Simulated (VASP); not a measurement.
# CsPbCl3 (R32) in VASP: notebook

The runs below take CsPbCl3 through single point, with PBE.

All numbers are computed with VASP 6.6.1; they aren't measurements. Logs are shortened: lines on timing, memory, paths and dates and some standing lists are left out, and cuts for length are marked.

**1. The cell of the first run**

Symmetry: R32, No. 155, trigonal system. The conventional cell has a = 8.647 Å, b = 8.647 Å, c = 9.887 Å, α = 90.00°, β = 90.00°, γ = 120.00°. Around Cs (site symmetry 32) lie 12 Cl at 4.14 to 4.48 Å. Pb (site symmetry 32) is surrounded by 6 Cl at 3.00 Å. Cl (site symmetry 2) has 2 Pb at 3.00 Å as nearest neighbours.

The cell comes from a database or a generator and needn't be the stable form of this composition.

**2. Single point, PBE (strain +0.080 along x and y, +0.000 along z, atoms carried along)**

Contents of INCAR:

```
PREC = Accurate
ENCUT = 520
EDIFF = 1E-6
ISMEAR = 0
SIGMA = 0.05
LREAL = F
LASPH = T
NELM = 100
ALGO = Fast
ISIF = 2
LWAVE = F
LCHARG = F
GGA = PE
NBANDS = 30
```

Contents of KPOINTS:

```
regular mesh
0
Gamma
  6 6 6
```

Contents of POSCAR:

```
CsPbCl3
1.0
    4.3234075248      2.4961204983      3.2955554574
   -4.3234075248      2.4961204983      3.2955554574
    0.0000000000     -4.9922409966      3.2955554574
Cs Pb Cl
1 1 3
Direct
    0.5000000000      0.5000000000      0.5000000000
    0.0000000000      0.0000000000      0.0000000000
    0.5000000000      0.0186003000      0.9813997000
    0.0186003000      0.9813997000      0.5000000000
    0.9813997000      0.5000000000      0.0186003000
```

Potentials or basis: VASP PAW PBE potentials, release 64 (Cs_sv, Pb_d, Cl).

The run is started by

```sh
$ cat potpaw_PBE.64/Cs_sv/POTCAR potpaw_PBE.64/Pb_d/POTCAR potpaw_PBE.64/Cl/POTCAR > POTCAR
$ mpirun -np 1 vasp_std > vasp.out
```

OUTCAR:

```text
PREC = Accurate
   ENCUT = 520
   EDIFF = 1E-6
   ISMEAR = 0
   LREAL = F
   LASPH = T
   NELM = 100
   ISIF = 2
   GGA = PE

 ion  position               nearest neighbor table
   1  0.500  0.500  0.500-
   2  0.000  0.000  0.000-   5 3.00   3 3.00   5 3.00   3 3.00   4 3.00   4 3.00
   3  0.500  0.019  0.981-   2 3.00   2 3.00
   4  0.019  0.981  0.500-   2 3.00   2 3.00
   5  0.981  0.500  0.019-   2 3.00   2 3.00

  LATTYP: Found a trigonal (rhomboedric) cell.
 ALAT       =     5.9819023680
 COS(alpha) =    -0.0447291266

  Lattice vectors:

 A1 = (   4.3234075248,   2.4961204983,   3.2955554574)
 A2 = (  -4.3234075248,   2.4961204983,   3.2955554574)
 A3 = (   0.0000000000,  -4.9922409966,   3.2955554574)

Analysis of symmetry for initial positions (statically):
=====================================================================
 Subroutine PRICEL returns:
 Original cell was already a primitive cell.

 Routine SETGRP: Setting up the symmetry group for a
 trigonal (rhombohedral) supercell.

 Subroutine GETGRP returns: Found  6 space group operations
 (whereof  6 operations were pure point group operations)
 out of a pool of 12 trial point group operations.

The static configuration has the point symmetry D_3 .

Analysis of symmetry for dynamics (positions and initial velocities):
=====================================================================
 Subroutine PRICEL returns:
 Original cell was already a primitive cell.

 Routine SETGRP: Setting up the symmetry group for a
 trigonal (rhombohedral) supercell.

 Subroutine GETGRP returns: Found  6 space group operations
 (whereof  6 operations were pure point group operations)
 out of a pool of 12 trial point group operations.

The dynamic configuration has the point symmetry D_3 .

 Subroutine INISYM returns: Found  6 space group operations
 (whereof  6 operations are pure point group operations),
 and found     1 'primitive' translations

----------------------------------------------------------------------------------------

                                     Primitive cell

  volume of cell :     213.3888

  direct lattice vectors                    reciprocal lattice vectors
     4.323407525  2.496120498  3.295555457     0.115649519  0.066770281  0.101146328
    -4.323407525  2.496120498  3.295555457    -0.115649519  0.066770281  0.101146328
     0.000000000 -4.992240997  3.295555457     0.000000000 -0.133540562  0.101146328

[... 92 lines left out ...]
   NSW    =      0    number of steps for IOM
   IBRION =     -1    ionic relax: 0-MD 1-quasi-New 2-CG
   NFREE  =      0    steps in history (QN), initial steepest desc. (CG)
   ISIF   =      2    stress and relaxation
   ISYM   =      2    0-nonsym 1-usesym 2-fastsym
   POTIM  = 0.5000    time-step for ionic-motion
   TEBEG  =    0.0;   TEEND  =   0.0 temperature during run
   PSTRESS=    0.0 pullay stress
   NELECT =      44.0000    total number of electrons
   NUPDOWN=      -1.0000    fix difference up-down
   EMIN   =  10.00;   EMAX   =-10.00  energy-range for DOS
   EFERMI =   0.00;   METHOD = LEGACY
   ISMEAR =     0;   SIGMA  =   0.05  broadening in eV -4-tet -1-fermi 0-gaus
   EFERMI_NEDOS =   21; number of points for ismear=-14 and -15
   IALGO  =     68    algorithm
   IMIX   =      4    mixing-type and parameters
     AMIX     =   0.40;   BMIX     =  1.00
     AMIX_MAG =   1.60;   BMIX_MAG =  1.00
  volume/ion in A,a.u.               =      42.68       288.00
  Fermi-wavevector in a.u.,A,eV,Ry     =   0.967168  1.827682 12.727076  0.935414
  Thomas-Fermi vector in A             =   2.097031
   LORBIT       =      0    0 simple, 1 ext, 2 COOP (PROOUT), +10 PAW based schemes
   GGA     = PE    functional components
   LHFCALC =     F    Hartree Fock is set to
   AEXX    =    0.0000 exact exchange contribution
   IVDW    =     0    specifies the selected vdW correction
   LEPSILON=     F    determine dielectric tensor
   LRPA    =     F    only Hartree local field effects (RPA)
 non-spin polarized calculation
 RMM-DIIS sequential band-by-band and
 Gauss-broadening in eV      SIGMA  =   0.05
  energy-cutoff  :      520.00
  volume of cell :      213.39
 maximum number of plane-waves:      5773
 NGX is ok and might be reduce to    48
   NGX = 23   NGY = 23   NGZ = 23

 number of electron      43.9999990 magnetization

 Free energy of the ion-electron system (eV)
  ---------------------------------------------------
  ext. energy  EPLUGINS =         0.00000000
  ---------------------------------------------------
  free energy    TOTEN  =       -17.35571485 eV

  energy without entropy =      -17.35571485  energy(sigma->0) =      -17.35571485

 E-fermi :  -0.1023     XC(G=0):  -7.0300

 val. band max:       -0.3962479312   @ k =   0.5000   0.5000   0.5000
 cond. band min:       2.0656998375   @ k =   0.5000   0.5000   0.5000
 fundamental gap:      2.4619477687
 Fermi energy:        -0.1022528135

 k-point     1 :       0.0000    0.0000    0.0000
  band No.  band energies     occupation
      1     -20.9081      2.00000
      2     -16.5508      2.00000
      3     -16.5508      2.00000
      4     -16.5041      2.00000
      5     -16.4833      2.00000
      6     -16.4833      2.00000
[... 781 lines left out ...]
     29       6.4445      0.00000
     30       6.5276      0.00000

 [... further k-points ...]

------------------------ aborting loop because EDIFF is reached ----------------------------------------

  FORCE on cell =-STRESS in cart. coord.  units (eV):
  Direction    XX          YY          ZZ          XY          YZ          ZX
  --------------------------------------------------------------------------------------
  -------------------------------------------------------------------------------------
  Total       -3.1562874     -3.1562874     -2.0468379      0.0000000      0.0000000      0.0000000
  in kB      -23.6982094    -23.6982094    -15.3681800      0.0000000      0.0000000      0.0000000
  external PRESSURE =     -20.9215329 kB  Pullay stress =       0.0000000 kB

 VOLUME and BASIS-vectors are now :
 -----------------------------------------------------------------------------
  energy-cutoff  :      520.00
  volume of cell :      213.39
      direct lattice vectors                 reciprocal lattice vectors
     4.323407525  2.496120498  3.295555457     0.115649519  0.066770281  0.101146328
    -4.323407525  2.496120498  3.295555457    -0.115649519  0.066770281  0.101146328
     0.000000000 -4.992240997  3.295555457     0.000000000 -0.133540562  0.101146328

 POSITION                                       TOTAL-FORCE (eV/Angst)
 -----------------------------------------------------------------------------------
      0.00000      0.00000      4.94333         0.000000      0.000000     -0.000000
      0.00000      0.00000      0.00000         0.000000      0.000000     -0.000000
      2.08129     -3.60489      4.94333         0.027128     -0.046988     -0.000000
     -4.16257      0.00000      4.94333        -0.054257     -0.000000      0.000000
      2.08129      3.60489      4.94333         0.027128      0.046988     -0.000000
 -----------------------------------------------------------------------------------
    total drift:                                0.000000      0.000000     -0.000000

  FREE ENERGIE OF THE ION-ELECTRON SYSTEM (eV)
  ---------------------------------------------------
  free  energy   TOTEN  =       -17.3557148518 eV

  energy  without entropy=      -17.3557148518  energy(sigma->0) =      -17.35571485
```

OSZICAR:

```text
N       E                     dE             d eps       ncg     rms          rms(c)
DAV:   1     0.403799295849E+03    0.40380E+03   -0.18349E+04  1920   0.127E+03
DAV:   2     0.310132653158E+02   -0.37279E+03   -0.35693E+03  2422   0.300E+02
DAV:   3    -0.167872903722E+02   -0.47801E+02   -0.47408E+02  2362   0.119E+02
DAV:   4    -0.186000680528E+02   -0.18128E+01   -0.18084E+01  2504   0.312E+01
DAV:   5    -0.186654078827E+02   -0.65340E-01   -0.65318E-01  2518   0.462E+00    0.455E+00
RMM:   6    -0.174228122841E+02    0.12426E+01   -0.18973E+00  2241   0.555E+00    0.271E+00
RMM:   7    -0.173479242238E+02    0.74888E-01   -0.11773E+00  2623   0.408E+00    0.200E+00
RMM:   8    -0.173709238535E+02   -0.23000E-01   -0.19136E-01  2609   0.364E+00    0.792E-01
RMM:   9    -0.173538496540E+02    0.17074E-01   -0.61997E-02  2856   0.144E+00    0.399E-01
RMM:  10    -0.173548251080E+02   -0.97545E-03   -0.16179E-02  2782   0.685E-01    0.119E-01
RMM:  11    -0.173557881110E+02   -0.96300E-03   -0.38699E-03  2592   0.317E-01    0.194E-01
RMM:  12    -0.173557193090E+02    0.68802E-04   -0.90378E-04  2846   0.160E-01    0.513E-02
RMM:  13    -0.173557176807E+02    0.16283E-05   -0.16876E-04  3002   0.682E-02    0.338E-02
RMM:  14    -0.173557194203E+02   -0.17395E-05   -0.26382E-05  2721   0.277E-02    0.186E-02
RMM:  15    -0.173557148519E+02    0.45684E-05   -0.11484E-05  2212   0.181E-02    0.471E-03
RMM:  16    -0.173557148518E+02    0.12597E-09   -0.36630E-06  2013   0.113E-02
   1 F= -.17355715E+02 E0= -.17355715E+02  d E =-.126174E-18
```

stdout:

```text
POSCAR found type information on POSCAR CsPbCl
 POSCAR found :  3 types and       5 ions
 scaLAPACK will be used
 LDA part: xc-table for (Slater+PW92), standard interpolation
 POSCAR, INCAR and KPOINTS ok, starting setup
 FFT: planning ... GRIDC
 FFT: planning ... GRID_SOFT
 FFT: planning ... GRID
 WAVECAR not read
 entering main loop
```

Wall time 2.8 min (1 thread of Intel Xeon 6975P-C (Granite Rapids), shared host); peak memory 0.44 GiB.

What came out:

- Free energy: -17.3557 eV
- Pressure: -2.1 GPa
- Largest force: 0.054 eV/Å
- Band gap on the k mesh: 2.46 eV, direct

Forces on the atoms (eV/Å):
```
Cs   0.000  0.000  0.000
Pb   0.000  0.000  0.000
Cl   0.027 -0.047  0.000
Cl  -0.054  0.000  0.000
Cl   0.027  0.047  0.000
```

Caveat: spin-orbit coupling is left out, which as a rule narrows the gap of such compounds by several tenths of an eV. A k mesh can miss the band edges.

(Part 1 of 3 ends here.)
